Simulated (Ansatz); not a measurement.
**BN: a tetragonal deformation path**

One table from this session's results is given with a row withheld; the runs are named, their logs left out.

Computed with Ansatz 0.2.0 (DFT r2SCAN, scalar-relativistic, plane waves, PAW, unless a step's input says otherwise).

### The system as given

The structure is cubic, space group F-43m (No. 216). Conventional cell: a = 3.626 Å, b = 3.626 Å, c = 3.626 Å, α = 90.00°, β = 90.00°, γ = 90.00°. Around B (site symmetry -43m) lie 4 N at 1.57 Å. N (site symmetry -43m) is surrounded by 4 B at 1.57 Å.

Structure file:

```cif
data_structure
_symmetry_space_group_name_H-M 'P 1'
_symmetry_Int_Tables_number 1
_cell_length_a 2.5640
_cell_length_b 2.5640
_cell_length_c 2.5640
_cell_angle_alpha 60.000
_cell_angle_beta 60.000
_cell_angle_gamma 60.000
_cell_volume 11.92
loop_
_atom_site_label
_atom_site_type_symbol
_atom_site_fract_x
_atom_site_fract_y
_atom_site_fract_z
_atom_site_occupancy
B1 B 0.00000 0.00000 0.00000 1
N1 N 0.75000 0.75000 0.75000 1
```

It goes back to an entry of the Materials Project.

No relaxation comes first: the listed cell is the starting point.

### The reference cell

The reference gives a free energy of -544.0040 eV, pressure -5.16 GPa, largest force 0.000 eV/Å and gap on the mesh 4.99 eV. It was computed beforehand with the settings of the runs below.

Set-up of the first run:

At fixed volume and fractional coordinates, lengths along (0.000, 0.000, 1.000) are scaled against those across it; ρ is that ratio over its starting value.

input.yaml reads:

```yaml
crystal:
  lattice:
    - [0.0, 2.0351272637, 1.4388349754]
    - [2.0351272637, 0.0, 1.4388349754]
    - [2.0351272637, 2.0351272637, 0.0]
  atoms:
    - { symbol: B, position: [0.0, 0.0, 0.0] }
    - { symbol: "N", position: [0.75, 0.75, 0.75] }
basis:
  ecutwfc: 500
kpoints:
  mp_grid: { grid: [12, 12, 12] }
hamiltonian:
  xc: r2scan
scf:
  occupations: { method: gaussian, width: 0.05 }
output:
  forces: true
  stress: true
  eigenvalues: true
  write_density: true
  write_potential: true
  elf: true
  volumetric_format: npy
```

On the command line:

```bash
$ ansatz run input.yaml --threads 1 --pin off --max-ram 2560MiB --backend cpu --events-out ev --progress --plain --runs-dir out
```

Steps of the session up to this table: ρ = 0.707; At ρ = 1.414; ρ = 0.850; ρ = 1.200; ρ = 0.780; Point ρ = 1.300; At ρ = 0.920; Point ρ = 1.100; Point ρ = 0.650; Point ρ = 1.500; ρ = 0.960; Point ρ = 1.050.

One of the session's tables, all rows but one given; the rest of the session is left out.

Collected from the runs (energy zero: the undisturbed cell):

| ρ | ΔE (meV/atom) | pressure (GPa) | gap on the mesh (eV) |
| --- | --- | --- | --- |
| 0.650 | 1007.7 | -10.2 | 0.33 |
| 0.707 | 691.0 | -8.6 | 1.35 |
| 0.780 | 385.1 | -6.8 | 1.82 |
| 0.850 | 178.7 | -5.7 | 2.60 |
| 0.920 | 50.8 | -5.3 | 3.61 |
| 0.960 | 12.7 | -5.2 | 4.27 |
| 1.000 | 0.0 | -5.2 | 4.99 |
| 1.050 | 19.7 | -5.2 | 4.54 |
| 1.100 | 78.5 | -5.1 | 4.11 |
| 1.200 | 308.8 | -4.5 | 3.29 |
| 1.300 | ? | ? | ? |
| 1.414 | 1249.4 | 0.7 | 1.30 |
| 1.500 | 1770.7 | 4.7 | 0.20 |

Estimate the missing values for ρ = 1.300.

Worked estimate for «ΔE (meV/atom)». A straight line through the neighbours (1.200, 308.8) and (1.414, 1249.4) gives 308.8 + (1249.4 − 308.8) × (1.300 − 1.200) / (1.414 − 1.200) = 748.3; a parabola fitted to 4 rows on both sides gives 678.1.

As computed: ΔE (meV/atom): 678.3; pressure (GPa): -2.8; gap on the mesh (eV): 2.41. In «ΔE (meV/atom)» the line misses by +70.0 and the parabola by -0.2.
